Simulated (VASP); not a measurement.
CdGeAs2: relaxation of cell and atoms with PBE

CdGeAs2:

```
Cd Ge As
1.0
    -3.02855    3.02855    5.74292
     3.02855   -3.02855    5.74292
     3.02855    3.02855   -5.74292
Cd Ge As
2 2 4
Direct
  0.25000 0.75000 0.50000
  0.50000 0.50000 0.00000
  0.00000 0.00000 0.00000
  0.75000 0.25000 0.50000
  0.87500 0.34806 0.97306
  0.65194 0.62500 0.52694
  0.37500 0.90194 0.02694
  0.09806 0.12500 0.47306
```

The cell is a database's computed one.

```
Program                : VASP 6.6.1
Task                   : relaxation of cell and atoms
Functional             : PBE
Potentials or basis    : VASP PAW PBE potentials, release 64 (Cd, Ge_d, As)
Cutoff                 : 600 eV
k mesh                 : 8 × 8 × 8
Occupations            : gaussian, width 0.03 eV
Spin                   : no spin polarisation
Further INCAR settings : ALGO = Normal; EDIFF = 1e-07; IBRION = 2; EDIFFG = -0.005; NSW = 90; ISIF = 3
```

```yaml
Relaxed_volume: 26.34 Å³/atom
Relaxed_cell: a = 7.166 Å, b = 7.166 Å, c = 7.166 Å, α = 130.00°, β = 130.00°, γ = 73.41°
Space_group_after_relaxing_to_0.05_Å: I-42d (No. 122)
Energy_gained_by_relaxing: 0.0 meV/atom
Ionic_steps: 2
Pressure_after_relaxing: 0.0 GPa
Band_gap_on_the_k_mesh: 0.12 eV, indirect (least direct gap 0.21 eV)
```

Final structure:
```
Cd Ge As
1.0
    -3.02833    3.02833    5.74510
     3.02833   -3.02833    5.74510
     3.02833    3.02833   -5.74510
Cd Ge As
2 2 4
Direct
  0.25000 0.75000 0.50000
  0.50000 0.50000 0.00000
  0.00000 0.00000 0.00000
  0.75000 0.25000 0.50000
  0.87500 0.34805 0.97305
  0.65195 0.62500 0.52695
  0.37500 0.90195 0.02695
  0.09805 0.12500 0.47305
```

Levels at points of the mesh, in eV from the valence-band top:
```
           k point  band 34  band 35  band 36  band 37  band 38  band 39
(0.00, 0.00, 0.00)    -0.39    -0.09    -0.09     0.12     1.44     1.75
(0.50, 0.00, 0.00)    -1.40    -1.15    -0.58     1.69     1.99     2.64
(0.50, 0.50, 0.00)    -0.99    -0.51    -0.51     0.62     0.62     2.40
(0.50, 0.50, 0.50)    -1.71    -0.89    -0.89     1.41     1.41     1.71
```

Run time: 6.7 min on 2 MPI ranks on Intel(R) Xeon(R) Platinum 8559C (Emerald Rapids), with other jobs on the host, peak memory 0.92 GiB a rank.

A k mesh can miss the band edges.
